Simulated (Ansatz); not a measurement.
# Residual resistivity of an alloy: Ru(0001) with 2 layers of random Ru-Mo, 2x2

Wanted: resistance against the alloy's length, first Ru(0001) with 2 layers of random Ru-Mo, 2x2.

Method: Ansatz plane-wave DFT, PBE, PAW files; ballistic transport by layer matching (Landauer), zero bias; PAW set soft_1, in Ansatz 0.2.0.

### 1. Starting point

The cell holds 48 atoms: 46 Ru and 2 Mo. Cell: a = 5.412 Å, b = 5.412 Å, c = 25.691 Å, α = 90.0°, β = 90.0°, γ = 120.0°. It derives from Ru. Regions: lead, 40 atoms (40 Ru); scattering region, 8 atoms (6 Ru and 2 Mo). The structure is stacked along c, and the current runs across the ab planes.

### 2. With 2 alloy layers

In 2 layers a share of 0.25 of the sites is given to Mo at random. The layers about the cell's end stay perfect and serve as the lead. Energies from -0.05 to 0.05 eV in steps of 0.05 eV are too few for the program's thermal sum, so it prints no conductance; for a metal the transmission near the Fermi level serves, at a fraction of the cost.

The input, input.yaml:

```yaml
crystal:
  lattice:
    - [5.4116, 0.0, 0.0]
    - [-2.7058, 4.6865830751, 0.0]
    - [0.0, 0.0, 25.6914]
  atoms:
    - { symbol: Ru, position: [0.1666666667, 0.3333333333, 0.0416666667] }
    - { symbol: Ru, position: [0.1666666667, 0.8333333333, 0.0416666667] }
    - { symbol: Ru, position: [0.6666666667, 0.3333333333, 0.0416666667] }
    - { symbol: Ru, position: [0.6666666667, 0.8333333333, 0.0416666667] }
    - { symbol: Ru, position: [0.3333333333, 0.1666666667, 0.125] }
    - { symbol: Ru, position: [0.3333333333, 0.6666666667, 0.125] }
    - { symbol: Ru, position: [0.8333333333, 0.1666666667, 0.125] }
    - { symbol: Ru, position: [0.8333333333, 0.6666666667, 0.125] }
    - { symbol: Ru, position: [0.1666666667, 0.3333333333, 0.2083333333] }
    - { symbol: Ru, position: [0.1666666667, 0.8333333333, 0.2083333333] }
    - { symbol: Ru, position: [0.6666666667, 0.3333333333, 0.2083333333] }
    - { symbol: Ru, position: [0.6666666667, 0.8333333333, 0.2083333333] }
    - { symbol: Ru, position: [0.3333333333, 0.1666666667, 0.2916666667] }
    - { symbol: Ru, position: [0.3333333333, 0.6666666667, 0.2916666667] }
    - { symbol: Ru, position: [0.8333333333, 0.1666666667, 0.2916666667] }
    - { symbol: Ru, position: [0.8333333333, 0.6666666667, 0.2916666667] }
    - { symbol: Ru, position: [0.1666666667, 0.3333333333, 0.375] }
    - { symbol: Ru, position: [0.1666666667, 0.8333333333, 0.375] }
    - { symbol: Ru, position: [0.6666666667, 0.3333333333, 0.375] }
    - { symbol: Ru, position: [0.6666666667, 0.8333333333, 0.375] }
    - { symbol: Ru, position: [0.3333333333, 0.1666666667, 0.4583333333] }
    - { symbol: Ru, position: [0.3333333333, 0.6666666667, 0.4583333333] }
    - { symbol: Ru, position: [0.8333333333, 0.1666666667, 0.4583333333] }
    - { symbol: Ru, position: [0.8333333333, 0.6666666667, 0.4583333333] }
    - { symbol: Ru, position: [0.1666666667, 0.3333333333, 0.5416666667] }
    - { symbol: Ru, position: [0.1666666667, 0.8333333333, 0.5416666667] }
    - { symbol: Mo, position: [0.6666666667, 0.3333333333, 0.5416666667] }
    - { symbol: Mo, position: [0.6666666667, 0.8333333333, 0.5416666667] }
    - { symbol: Ru, position: [0.3333333333, 0.1666666667, 0.625] }
    - { symbol: Ru, position: [0.3333333333, 0.6666666667, 0.625] }
    - { symbol: Ru, position: [0.8333333333, 0.1666666667, 0.625] }
    - { symbol: Ru, position: [0.8333333333, 0.6666666667, 0.625] }
    - { symbol: Ru, position: [0.1666666667, 0.3333333333, 0.7083333333] }
    - { symbol: Ru, position: [0.1666666667, 0.8333333333, 0.7083333333] }
    - { symbol: Ru, position: [0.6666666667, 0.3333333333, 0.7083333333] }
    - { symbol: Ru, position: [0.6666666667, 0.8333333333, 0.7083333333] }
    - { symbol: Ru, position: [0.3333333333, 0.1666666667, 0.7916666667] }
    - { symbol: Ru, position: [0.3333333333, 0.6666666667, 0.7916666667] }
    - { symbol: Ru, position: [0.8333333333, 0.1666666667, 0.7916666667] }
    - { symbol: Ru, position: [0.8333333333, 0.6666666667, 0.7916666667] }
    - { symbol: Ru, position: [0.1666666667, 0.3333333333, 0.875] }
    - { symbol: Ru, position: [0.1666666667, 0.8333333333, 0.875] }
    - { symbol: Ru, position: [0.6666666667, 0.3333333333, 0.875] }
    - { symbol: Ru, position: [0.6666666667, 0.8333333333, 0.875] }
    - { symbol: Ru, position: [0.3333333333, 0.1666666667, 0.9583333333] }
    - { symbol: Ru, position: [0.3333333333, 0.6666666667, 0.9583333333] }
    - { symbol: Ru, position: [0.8333333333, 0.1666666667, 0.9583333333] }
    - { symbol: Ru, position: [0.8333333333, 0.6666666667, 0.9583333333] }
kpoints:
  mp_grid: { grid: [5, 5, 1] }
hamiltonian:
  xc: pbe
  pseudopotentials: { kind: paw, azcp: { folder: soft_1 } }
scf:
  occupations: { method: fermi_dirac, width: 0.1 }
output:
  transmission:
    leads: [[0, 8]]
    kmesh: [10, 10]
    e_range: [-0.05, 0.05]
    de: 0.05
  write_potential: true
  write_density: true
  volumetric_format: npy
```

Launch:

```console
> ansatz run input.yaml --threads 4 --pin off --max-ram 15360MiB --backend cpu --events-out ev --progress --plain --runs-dir out
```

Numbers of over 12 decimals in the logs are rounded to 6 here.

Log:

```text
Engine: ansatz 0.2.0, aarch64-unknown-linux-gnu
Pseudopotentials: kind: paw
Pseudopotential: Ru, paw, valence charge 16, recommended cutoff 420 eV (normal), soft_1/Ru.paw.azcp
Pseudopotential: Mo, paw, valence charge 14, recommended cutoff 420 eV (normal), soft_1/Mo.paw.azcp
Functional definition: PBE
  parameter kappa = 0.804
  parameter beta = 0.066725
  exchange = pbe_x(kappa = kappa, mu = beta*pi^2/3)
  correlation = pbe_c(beta = beta)
Crystal: 48 atoms, lattice volume = 651.583 Å³
Basis set: ecut = 420 eV, 12691 PW (Γ)
Bands: 459, of which v1, the nominal top of the filled ones, is band 382 counted from 1 (381 counted from 0)
Symmetry: 8 space group operations
Space group: Pmm2 (ITA 25), of the structure as read, at distance tolerance 8.7e-5 Å
k-points: 9 of 25 (time reversal used)
Non-local potential: Ru, projectors of the file, l = 0: 3, l = 1: 2, l = 2: 2, l = 3: 1
Non-local potential: Mo, projectors of the file, l = 0: 3, l = 1: 2, l = 2: 2, l = 3: 1
PAW form: soft (Blöchl's): semilocal exchange-correlation on the pseudo side does not see the compensation charge
PAW one-centre angular grid: Ru, 590 points (default); XC on 64 Gauss nodes
PAW one-centre angular grid: Mo, 590 points (default); XC on 64 Gauss nodes
Initial density: superposition of atomic densities (chi_scale 0.1, normalization cell, long waves kept (reshape's long-wave potential 0.35 eV rms))
Initial wavefunctions: pseudopotential atomic-orbital guess
Functional: x = pbe(κ = 0.804, μ = 0.219515), c = pbe(β = 0.066725)
SCF iter   1: F=—  HF=-280368.650965 eV  |F-HF|=—  |Δ(HF+E_count)|=         —  Δρ=1.29e-1  dr2=8.09e2  ethr=3.10e-3  ⟨swp⟩=5.0  Hψ=13240  notcnv=0
preconditioner: auto → Kerker (q_TF=auto, 2.802 Å⁻¹)  [metal: Δε(μ)=0.015 eV  Ē_g=5.273 eV  σ=0.100 eV  W_gap=0.04  n_scr=268 (ndim 8)  ℏωp=28.4 eV  f_vac=0.000  D(μ)=38.03/eV (n_scr^D=380)]
SCF iter   2: F=—  HF=-280342.275422 eV  |F-HF|=—  |Δ(HF+E_count)|=    2.64e1  Δρ=6.41e-2  dr2=3.30e2  ethr=3.10e-3  ⟨swp⟩=2.1  Hψ=7612  notcnv=0  defer=27
SCF iter   3: F=—  HF=-280334.200256 eV  |F-HF|=—  |Δ(HF+E_count)|=    8.08e0  Δρ=9.74e-3  dr2=6.03e0  ethr=3.10e-3  ⟨swp⟩=2.8  Hψ=8570  notcnv=0  defer=27
SCF iter   4: F=—  HF=-280334.064449 eV  |F-HF|=—  |Δ(HF+E_count)|=   1.36e-1  Δρ=2.30e-3  dr2=2.89e0  ethr=7.89e-4  ⟨swp⟩=2.0  Hψ=4982  notcnv=0  defer=30
SCF iter   5: F=—  HF=-280334.043940 eV  |F-HF|=—  |Δ(HF+E_count)|=   2.05e-2  Δρ=1.03e-3  dr2=8.01e-2  ethr=3.79e-4  ⟨swp⟩=1.0  Hψ=4087  notcnv=0  defer=30
SCF iter   6: F=—  HF=-280334.043681 eV  |F-HF|=—  |Δ(HF+E_count)|=   2.59e-4  Δρ=2.17e-4  dr2=6.40e-3  ethr=1.05e-5  ⟨swp⟩=1.0  Hψ=4087  notcnv=0  defer=30
SCF iter   7: F=—  HF=-280334.043649 eV  |F-HF|=—  |Δ(HF+E_count)|=   3.24e-5  Δρ=4.35e-5  dr2=7.85e-5  ethr=8.37e-7  ⟨swp⟩=1.0  Hψ=4087  notcnv=0  defer=30
SCF iter   8: F=—  HF=-280334.044978 eV  |F-HF|=—  |Δ(HF+E_count)|=   1.33e-3  Δρ=1.19e-5  dr2=5.53e-6  ethr=1.03e-8  ⟨swp⟩=1.7  Hψ=4265  notcnv=0  defer=30
SCF iter   9: F=—  HF=-280334.044978 eV  |F-HF|=—  |Δ(HF+E_count)|=   2.85e-8  Δρ=2.26e-6  dr2=1.38e-7  ethr=7.24e-10  ⟨swp⟩=1.7  Hψ=4097  notcnv=0  defer=30
SCF iter  10: F=-280334.044978 eV  HF=-280334.044978 eV  |F-HF|=1.01e-8  |Δ(HF+E_count)|=   2.62e-9  Δρ=5.34e-7  dr2=1.08e-8  ethr=1.31e-11  ⟨swp⟩=7.4  Hψ=8864  notcnv=0
SCF 1 converged in 10 iterations: F = -280334.044978 eV  dr2 = 1.08e-8
  greatest PAW one-centre occupation: 1.000 electrons in one spin orbital (limit 2), on the Ru atom at site 25 (counted from 0), in its partial waves of l = 0
transmission: 152 of 1488 steps passed
transmission: 299 of 1488 steps passed
[...]
transmission: 1488 of 1488 steps passed
SCF converged after 10 iterations
Free energy (F): -280334.044978 eV
Harris-Foulkes:  -280334.044978 eV  (|F-HF|=1.01e-8)
Internal energy: -280332.500565 eV  (E = F + TS)
E sigma→0 (E₀):  -280333.272771 eV
Entropy (-TS):   -1.544412 eV (-32.175 meV/atom)
Fermi energy:    23.364420 eV
--- Per-component energies (eV) ---
  E_band       = -2586.178894
  E_kinetic    = 22039.542226
  E_local      = -60015.702264  (includes V_loc(G=0)·N_el)
  E_nonlocal   = 19272.987643
  E_hartree    = 19970.752229
  E_xc         = -8184.943227
  E_vxc        = -10345.600316  (∫ρ·V_xc dr)
  E_paw        = -167494.260461  (= ΣΔE_a)
  E_vpaw       = -13478.935723  (= ΣTr[D̂ρ^β])
  E_aug_tail   = 0.028886  (compensation charges beyond the density's cutoff)
  E_ewald      = -105920.905597
  E_smearing   = -1.544412  (= −TS)
  E_closure    = 0.000000  (closes the sum)
  Σ components = -280334.044978   (vs F -280334.044978, Δ=0.00e0)
--- Band table (eV; the first three rows and the last of 9) ---
  k-point 0: bands = [... 378 lower, 23.9856, 24.0229, 24.0245, 24.0381, 24.4326, 24.4507, 24.4532, 24.4565, ... 73 higher]
  k-point 1: bands = [... 378 lower, 23.5262, 23.6124, 23.6278, 23.6321, 23.6625, 23.9408, 23.9748, 24.0937, ... 73 higher]
  k-point 2: bands = [... 378 lower, 23.0391, 23.0985, 23.1106, 23.1412, 23.1435, 23.2249, 23.2863, 23.3201, ... 73 higher]
  k-point 8: bands = [... 378 lower, 22.9206, 22.9532, 22.9768, 23.1658, 23.1873, 23.2098, 23.2214, 23.2279, ... 73 higher]
--- Transmission ---
  basis      : 223 plane waves across, 48 finite elements along
  points     : 31, standing for a mesh of 10 x 10
  energies   : 3 from -0.050000 to 0.050000 eV about the Fermi level, 0.050000 eV apart; the leads are filled to 0.000000 eV, and channels, transmission and decay are at 0.000000 eV
  crystal 0  : Ru8, at the sites [0, 8], period 4.2819 Å, over 23.55 Å; its Hamiltonian steps by up to 11.1 meV
    offset         : up to 0.0000 Å between an atom of the period and one for which it stands
    channels       : 5.280000e0 a spin
    conductance    : none, the energies end too early or step too widely for 300 K: set another output.transmission.e_range or a lower de, or, where they end at an eighth of basis.ecutwfc, a higher one
  junction   : crystal 0 to crystal 0, 1.44 to 22.85 Å
    transmission   : 4.215192e0 a spin
    conductance    : none, the energies end too early or step too widely for 300 K: set another output.transmission.e_range or a lower de, or, where they end at an eighth of basis.ecutwfc, a higher one
```

Run time: 5.9 min. Hardware: 4 threads of Arm Neoverse V1, shared host; peak memory 5.9 GiB.

This step gave:

| Property | Result |
| --- | --- |
| free energy | -280334.0450 eV |
| energy at zero smearing | -280333.2728 eV |
| Fermi energy | 23.36 eV |
| cell area | 25.36 Å² |
| transmission per spin nearest the Fermi level | 4.215 |
| open channels per spin nearest the Fermi level | 5.28 |
| step of the lead's potential | 11.1 meV |

Per spin. Table of transmission, zone mean by energy, zero at the Fermi level:

```
energy (eV)  transmission, zone mean
    -0.0500                     4.11
     0.0000                     4.22
     0.0500                     4.32
```

Per spin. Table of open channels, zone mean, lead by energy, zero at the Fermi level:

```csv
energy (eV),"open channels, zone mean, lead"
-0.0500,5.16
0.0000,5.28
0.0500,5.88
```

Transmission over k1 and k2. At 0.0000 eV from the Fermi level.

Ten even steps from '_' (1.5) to '@' (11.0):
```
__::::::::::________
__::--::::--::______
__::--++**++--::__..
__----**@@@@**----__
::::--==@@@@@@==--::
____----**@@@@**----
__..__::--++**++--::
________::--::::--::
__________::::::::::
::..____..::..____..
```
Columns: k1 (b1) from -0.5 to 0.4; rows upwards: k2 (b2) from -0.5 to 0.4.

Open channels over k1 and k2. At 0.0000 eV from the Fermi level.

Ten even steps from '_' (2.0) to '@' (12.0):
```
::==------==::..__..
..------------..____
..----++##++----....
::----##@@@@##----::
====--++@@@@@@++--==
::::----##@@@@##----
......----++##++----
..____..------------
::..__..::==------==
==::....::==::....::
```
Columns: k1 (b1) from -0.5 to 0.4; rows upwards: k2 (b2) from -0.5 to 0.4.

Over the solved energies the transmission per spin lies between 4.11 and 4.32, out of 5.44 channels of the lead on average (up to 5.88).

### 3. With 6 alloy layers

In 6 layers a share of 0.25 of the sites is given to Mo at random. A fresh draw is used; the growth of the resistance with length is what counts.

System of this step: Ru(0001) with 6 layers of random Ru-Mo, 2x2. The cell holds 64 atoms: 58 Ru and 6 Mo. Its edges and angles: a = 5.412 Å, b = 5.412 Å, c = 34.255 Å, α = 90.0°, β = 90.0°, γ = 120.0°. It derives from Ru. Regions: lead, 40 atoms (40 Ru); scattering region, 24 atoms (18 Ru and 6 Mo). The structure is stacked along c, and the current runs across the ab planes.

The input, input.yaml:

```yaml
crystal:
  lattice:
    - [5.4116, 0.0, 0.0]
    - [-2.7058, 4.6865830751, 0.0]
    - [0.0, 0.0, 34.2552]
  atoms:
    - { symbol: Ru, position: [0.1666666667, 0.3333333333, 0.03125] }
    - { symbol: Ru, position: [0.1666666667, 0.8333333333, 0.03125] }
    - { symbol: Ru, position: [0.6666666667, 0.3333333333, 0.03125] }
    - { symbol: Ru, position: [0.6666666667, 0.8333333333, 0.03125] }
    - { symbol: Ru, position: [0.3333333333, 0.1666666667, 0.09375] }
    - { symbol: Ru, position: [0.3333333333, 0.6666666667, 0.09375] }
    - { symbol: Ru, position: [0.8333333333, 0.1666666667, 0.09375] }
    - { symbol: Ru, position: [0.8333333333, 0.6666666667, 0.09375] }
    - { symbol: Ru, position: [0.1666666667, 0.3333333333, 0.15625] }
    - { symbol: Ru, position: [0.1666666667, 0.8333333333, 0.15625] }
    - { symbol: Ru, position: [0.6666666667, 0.3333333333, 0.15625] }
    - { symbol: Ru, position: [0.6666666667, 0.8333333333, 0.15625] }
    - { symbol: Ru, position: [0.3333333333, 0.1666666667, 0.21875] }
    - { symbol: Ru, position: [0.3333333333, 0.6666666667, 0.21875] }
    - { symbol: Ru, position: [0.8333333333, 0.1666666667, 0.21875] }
    - { symbol: Ru, position: [0.8333333333, 0.6666666667, 0.21875] }
    - { symbol: Ru, position: [0.1666666667, 0.3333333333, 0.28125] }
    - { symbol: Ru, position: [0.1666666667, 0.8333333333, 0.28125] }
    - { symbol: Ru, position: [0.6666666667, 0.3333333333, 0.28125] }
    - { symbol: Ru, position: [0.6666666667, 0.8333333333, 0.28125] }
    - { symbol: Ru, position: [0.3333333333, 0.1666666667, 0.34375] }
    - { symbol: Mo, position: [0.3333333333, 0.6666666667, 0.34375] }
    - { symbol: Ru, position: [0.8333333333, 0.1666666667, 0.34375] }
    - { symbol: Ru, position: [0.8333333333, 0.6666666667, 0.34375] }
    - { symbol: Ru, position: [0.1666666667, 0.3333333333, 0.40625] }
    - { symbol: Ru, position: [0.1666666667, 0.8333333333, 0.40625] }
    - { symbol: Ru, position: [0.6666666667, 0.3333333333, 0.40625] }
    - { symbol: Ru, position: [0.6666666667, 0.8333333333, 0.40625] }
    - { symbol: Mo, position: [0.3333333333, 0.1666666667, 0.46875] }
    - { symbol: Ru, position: [0.3333333333, 0.6666666667, 0.46875] }
    - { symbol: Ru, position: [0.8333333333, 0.1666666667, 0.46875] }
    - { symbol: Ru, position: [0.8333333333, 0.6666666667, 0.46875] }
    - { symbol: Mo, position: [0.1666666667, 0.3333333333, 0.53125] }
    - { symbol: Mo, position: [0.1666666667, 0.8333333333, 0.53125] }
    - { symbol: Ru, position: [0.6666666667, 0.3333333333, 0.53125] }
    - { symbol: Mo, position: [0.6666666667, 0.8333333333, 0.53125] }
    - { symbol: Mo, position: [0.3333333333, 0.1666666667, 0.59375] }
    - { symbol: Ru, position: [0.3333333333, 0.6666666667, 0.59375] }
    - { symbol: Ru, position: [0.8333333333, 0.1666666667, 0.59375] }
    - { symbol: Ru, position: [0.8333333333, 0.6666666667, 0.59375] }
    - { symbol: Ru, position: [0.1666666667, 0.3333333333, 0.65625] }
    - { symbol: Ru, position: [0.1666666667, 0.8333333333, 0.65625] }
    - { symbol: Ru, position: [0.6666666667, 0.3333333333, 0.65625] }
    - { symbol: Ru, position: [0.6666666667, 0.8333333333, 0.65625] }
    - { symbol: Ru, position: [0.3333333333, 0.1666666667, 0.71875] }
    - { symbol: Ru, position: [0.3333333333, 0.6666666667, 0.71875] }
    - { symbol: Ru, position: [0.8333333333, 0.1666666667, 0.71875] }
    - { symbol: Ru, position: [0.8333333333, 0.6666666667, 0.71875] }
    - { symbol: Ru, position: [0.1666666667, 0.3333333333, 0.78125] }
    - { symbol: Ru, position: [0.1666666667, 0.8333333333, 0.78125] }
    - { symbol: Ru, position: [0.6666666667, 0.3333333333, 0.78125] }
    - { symbol: Ru, position: [0.6666666667, 0.8333333333, 0.78125] }
    - { symbol: Ru, position: [0.3333333333, 0.1666666667, 0.84375] }
    - { symbol: Ru, position: [0.3333333333, 0.6666666667, 0.84375] }
    - { symbol: Ru, position: [0.8333333333, 0.1666666667, 0.84375] }
    - { symbol: Ru, position: [0.8333333333, 0.6666666667, 0.84375] }
    - { symbol: Ru, position: [0.1666666667, 0.3333333333, 0.90625] }
    - { symbol: Ru, position: [0.1666666667, 0.8333333333, 0.90625] }
    - { symbol: Ru, position: [0.6666666667, 0.3333333333, 0.90625] }
    - { symbol: Ru, position: [0.6666666667, 0.8333333333, 0.90625] }
    - { symbol: Ru, position: [0.3333333333, 0.1666666667, 0.96875] }
    - { symbol: Ru, position: [0.3333333333, 0.6666666667, 0.96875] }
    - { symbol: Ru, position: [0.8333333333, 0.1666666667, 0.96875] }
    - { symbol: Ru, position: [0.8333333333, 0.6666666667, 0.96875] }
kpoints:
  mp_grid: { grid: [5, 5, 1] }
hamiltonian:
  xc: pbe
  pseudopotentials: { kind: paw, azcp: { folder: soft_1 } }
scf:
  occupations: { method: fermi_dirac, width: 0.1 }
output:
  transmission:
    leads: [[0, 8]]
    kmesh: [10, 10]
    e_range: [-0.05, 0.05]
    de: 0.05
  write_potential: true
  write_density: true
  volumetric_format: npy
```

Log:

```text
[...]
Crystal: 64 atoms, lattice volume = 868.777 Å³
Basis set: ecut = 420 eV, 16909 PW (Γ)
Bands: 608, of which v1, the nominal top of the filled ones, is band 506 counted from 1 (505 counted from 0)
Symmetry: 2 space group operations
[...]
k-points: 9 of 25 (time reversal used)
[...]
SCF iter   1: F=—  HF=-370778.304499 eV  |F-HF|=—  |Δ(HF+E_count)|=         —  Δρ=1.58e-1  dr2=1.04e4  ethr=3.10e-3  ⟨swp⟩=5.0  Hψ=17204  notcnv=0  defer=2
[...]
SCF iter  11: F=-370702.448724 eV  HF=-370702.448724 eV  |F-HF|=4.80e-8  |Δ(HF+E_count)|=   1.44e-8  Δρ=4.46e-7  dr2=4.87e-8  ethr=9.88e-12  ⟨swp⟩=8.0  Hψ=12089  notcnv=0
SCF 1 converged in 11 iterations: F = -370702.448724 eV  dr2 = 4.87e-8
[...]
transmission: 197 of 1953 steps passed
transmission: 392 of 1953 steps passed
[...]
transmission: 1953 of 1953 steps passed
SCF converged after 11 iterations
Free energy (F): -370702.448724 eV
[...]
Internal energy: -370700.521496 eV  (E = F + TS)
E sigma→0 (E₀):  -370701.485110 eV
Entropy (-TS):   -1.927228 eV (-30.113 meV/atom)
Fermi energy:    23.417686 eV
[...]
--- Band table (eV; the first three rows and the last of 9) ---
  k-point 0: bands = [... 502 lower, 24.2926, 24.2937, 24.3106, 24.3251, 24.3384, 24.3760, 24.3810, 24.3948, ... 98 higher]
  k-point 1: bands = [... 502 lower, 23.7015, 23.7308, 23.7543, 23.7764, 23.8183, 23.8698, 23.8781, 24.0265, ... 98 higher]
  k-point 2: bands = [... 502 lower, 23.0694, 23.1023, 23.1733, 23.1798, 23.2282, 23.2946, 23.3231, 23.3382, ... 98 higher]
  k-point 8: bands = [... 502 lower, 23.0520, 23.0690, 23.1079, 23.1549, 23.1889, 23.2063, 23.2396, 23.3238, ... 98 higher]
--- Transmission ---
  basis      : 223 plane waves across, 63 finite elements along
  points     : 31, standing for a mesh of 10 x 10
[...]
channels       : 5.280000e0 a spin
[...]
junction   : crystal 0 to crystal 0, -0.70 to 29.28 Å
    transmission   : 3.190434e0 a spin
[...]
```

It took 11 min on 4 threads; peak memory 9 GiB; 40 min of CPU time.

This step gave:

| Property | Result |
| --- | --- |
| free energy | -370702.4487 eV |
| energy at zero smearing | -370701.4851 eV |
| Fermi energy | 23.42 eV |
| transmission per spin nearest the Fermi level | 3.190 |
| step of the lead's potential | 10 meV |

Per spin. Transmission, zone mean against energy, zero at the Fermi level:

```
energy (eV)  transmission, zone mean
    -0.0500                     3.17
     0.0000                     3.19
     0.0500                     3.28
```

Over the solved energies the transmission per spin lies between 3.17 and 3.28, out of 5.46 channels of the lead on average (up to 5.94).

(Part 1 of 2 ends here.)

[Logs are printed without paths, hosts, clocks, repeated set-up lines and the standing remarks that a program may print on its own settings, such as how far it seeks lower states.]

[Hosts, paths, dates, database ids (printed as entryN), source tags and the programs' standing remarks are cut or masked in the printed files.]
